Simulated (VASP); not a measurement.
# Ag (Fm-3m) in VASP: further runs, part 2 of 2

VASP 6.6.1. The steps go on from the part before.

## Step 4: Optical spectrum, PBE

INCAR reads:

```
SYSTEM = Ag
ALGO = Fast ; CSHIFT = 0.05
EDIFF = 1E-7 ; ENCUT = 520
GGA = PE ; ISIF = 2
ISMEAR = -1 ; LASPH = .TRUE.
LCHARG = .FALSE. ; LOPTICS = .TRUE.
LREAL = .FALSE. ; LWAVE = .FALSE.
NBANDS = 30 ; NEDOS = 1000
NELM = 80 ; PREC = Accurate
SIGMA = 0.05
```

KPOINTS reads:

```
k-points
0
G
  28 28 28
  0 0 0
```

POSCAR reads:

```
Ag
1.0
    0.0000000000      2.0430000000      2.0430000000
    2.0430000000      0.0000000000      2.0430000000
    2.0430000000      2.0430000000      0.0000000000
Ag
1
Direct
    0.0000000000      0.0000000000      0.0000000000
```

Potentials or basis: VASP PAW PBE potentials, release 64 (Ag).

Launch:

```sh
cat potpaw_PBE.64/Ag/POTCAR > POTCAR
mpirun -np 1 vasp_std > vasp.out
```

OUTCAR:

```text
SYSTEM = Ag
   EDIFF = 1E-7
   ENCUT = 520
   GGA = PE
   ISIF = 2
   ISMEAR = -1
   LASPH = .TRUE.
   LREAL = .FALSE.
   NELM = 80
   PREC = Accurate

 ion  position               nearest neighbor table
[... 822 lines left out ...]
     1.82760     5.43566     5.43566     5.43566    -0.00000    -0.00000    -0.00000
     2.74140     7.06914     7.06914     7.06914    -0.00000    -0.00000    -0.00000
     3.65520     6.63127     6.63127     6.63127     0.00000    -0.00000    -0.00000
     4.56901     2.42937     2.42937     2.42937     0.00000    -0.00000    -0.00000
[... 92 lines left out ...]
    89.55252     0.85019     0.85019     0.85019    -0.00000     0.00000     0.00000
    90.46632     0.85430     0.85430     0.85430    -0.00000     0.00000     0.00000

  frequency dependent IMAGINARY DIELECTRIC FUNCTION (independent particle, no local field effects) current-current
     E(ev)      X         Y         Z        XY        YZ        ZX
  --------------------------------------------------------------------------------------------------------------
     0.00000     0.00000     0.00000     0.00000     0.00000     0.00000    -0.00000
     0.91380     0.00000     0.00000     0.00000    -0.00000    -0.00000    -0.00000
     1.82760     0.00000     0.00000     0.00000     0.00000     0.00000    -0.00000
     2.74140     0.04941     0.04941     0.04941     0.00000    -0.00000     0.00000
     3.65520     6.76243     6.76243     6.76243     0.00000    -0.00000     0.00000
     4.56901     4.85733     4.85733     4.85733    -0.00000    -0.00000     0.00000
[... 92 lines left out ...]
    89.55252     0.00000     0.00000     0.00000     0.00000     0.00000    -0.00000
    90.46632     0.00000     0.00000     0.00000     0.00000     0.00000    -0.00000

  frequency dependent      REAL DIELECTRIC FUNCTION (independent particle, no local field effects) current-current
     E(ev)        X           Y           Z          XY          YZ          ZX
  --------------------------------------------------------------------------------------------------------------
     0.00000     4.87415     4.87415     4.87415    -0.00000     0.00000    -0.00000
     0.91380     4.99097     4.99097     4.99097    -0.00000     0.00000    -0.00000
     1.82760     5.44242     5.44242     5.44242    -0.00000     0.00000    -0.00000
     2.74140     7.08772     7.08772     7.08772    -0.00000     0.00000    -0.00000
     3.65520     6.40857     6.40857     6.40857    -0.00000    -0.00000     0.00000
     4.56901     2.30845     2.30845     2.30845    -0.00000    -0.00000    -0.00000
[... 92 lines left out ...]
    89.55252     0.85019     0.85019     0.85019     0.00000     0.00000    -0.00000
    90.46632     0.85430     0.85430     0.85430     0.00000     0.00000    -0.00000
```

OSZICAR:

```text
N       E                     dE             d eps       ncg     rms          rms(c)
DAV:   1     0.875987841268E+02    0.87599E+02   -0.39693E+03 37614   0.333E+02
DAV:   2     0.109382680537E+01   -0.86505E+02   -0.76893E+02 43634   0.132E+02
DAV:   3    -0.295899770030E+01   -0.40528E+01   -0.40223E+01 48066   0.275E+01
DAV:   4    -0.296510423905E+01   -0.61065E-02   -0.61057E-02 45670   0.107E+00
DAV:   5    -0.296510694345E+01   -0.27044E-05   -0.27044E-05 43412   0.243E-02    0.523E+00
RMM:   6    -0.272013797709E+01    0.24497E+00   -0.89742E-02 45750   0.123E+00    0.335E+00
RMM:   7    -0.271172131225E+01    0.84167E-02   -0.27481E-03 48256   0.247E-01    0.190E+00
RMM:   8    -0.270879242749E+01    0.29289E-02   -0.18100E-04 49572   0.585E-02    0.116E-01
RMM:   9    -0.270879355233E+01   -0.11248E-05   -0.28852E-06 50125   0.820E-03    0.503E-02
RMM:  10    -0.270879664679E+01   -0.30945E-05   -0.18924E-06 50639   0.653E-03    0.284E-03
RMM:  11    -0.270879648284E+01    0.16395E-06   -0.46361E-08 46002   0.108E-03    0.109E-03
RMM:  12    -0.270879634154E+01    0.14130E-06   -0.47012E-09 42254   0.278E-04    0.318E-04
RMM:  13    -0.270879636834E+01   -0.26804E-07   -0.67951E-11 31658   0.875E-05
   1 F= -.27087964E+01 E0= -.27078669E+01  d E =-.185887E-02
 imaginary and real dielectric function
```

It took 1.7 min on 1 thread of Intel Xeon 6975P-C (Granite Rapids), shared host; peak memory 0.48 GiB.

Results:

```
Free energy            : -2.7088 eV
Pressure               : 4.5 GPa
Band gap on the k mesh : none (metal or under the smearing width)
```

Levels at points of the mesh, in eV from the Fermi level:
| k point | band 3 | band 4 | band 5 | band 6 | band 7 | band 8 | band 9 | band 10 |
| --- | --- | --- | --- | --- | --- | --- | --- | --- |
| (0.00, 0.00, 0.00) | -4.88 | -4.88 | -3.84 | -3.84 | 15.96 | 19.53 | 19.53 | 19.53 |
| (0.50, 0.00, 0.00) | -4.90 | -3.05 | -3.05 | -0.47 | 3.53 | 15.19 | 17.80 | 17.80 |
| (0.50, 0.50, 0.00) | -3.08 | -2.84 | -2.84 | 1.54 | 6.67 | 10.60 | 10.60 | 17.11 |

Dielectric function (mean over the directions given):
```
energy (eV)  real part  imaginary part
       0.27       4.88            0.00
       0.73       4.94            0.00
       1.28       5.11            0.00
       1.74       5.37            0.00
       2.28       5.94            0.00
       2.74       7.07            0.04
       3.29       8.08            3.75
       3.75       5.66            6.28
       4.29       4.05            6.35
       4.75       2.15            4.17
       5.30       1.61            3.95
       5.76       1.76            3.26
       6.31       1.56            2.50
       6.76       1.50            2.14
       7.31       1.80            2.26
       7.77       2.00            1.69
       8.32       1.91            1.89
       8.77       2.02            2.01
       9.32       1.87            1.74
       9.78       1.96            1.79
      10.33       1.76            1.83
      10.78       1.80            1.77
      11.33       1.71            1.68
      11.79       1.93            1.73
      12.34       1.96            1.89
      12.79       1.87            2.07
      13.34       1.70            2.13
      13.80       1.36            2.19
      14.35       1.18            1.96
      14.80       1.07            1.80
      15.35       1.04            1.69
      15.81       1.01            1.56
      16.36       1.00            1.50
      16.81       1.08            1.46
      17.36       1.06            1.36
      17.82       1.07            1.24
      18.37       1.20            1.18
      18.82       1.28            1.09
      19.37       1.51            1.19
      19.92       1.69            1.62
```

Caveat: independent-particle spectra lack excitons; the intraband (Drude) part of a metal's response may be missing.

## Step 5: Summary

| k mesh | gap on the mesh (eV) | pressure (GPa) |
| --- | --- | --- |
| 12 × 12 × 12 | none | 4.7 |
| 20 × 20 × 20 | none | 4.5 |
| 28 × 28 × 28 | none | 4.5 |

Alike in all rows: task optical spectrum; level PBE; potentials or basis VASP PAW PBE potentials, release 64 (Ag); no spin polarisation; cell as given; cutoff (eV) 520; smearing fermi-dirac 0.05 eV.

Every run on the cell as given and a fine mesh finds a metal.

Caveats: independent-particle spectra lack excitons; the intraband (Drude) part of a metal's response may be missing; spectra need much finer meshes, so this one isn't converged (some runs).

Total energies depend on the potentials used, so only differences within one code and one set of settings carry meaning.
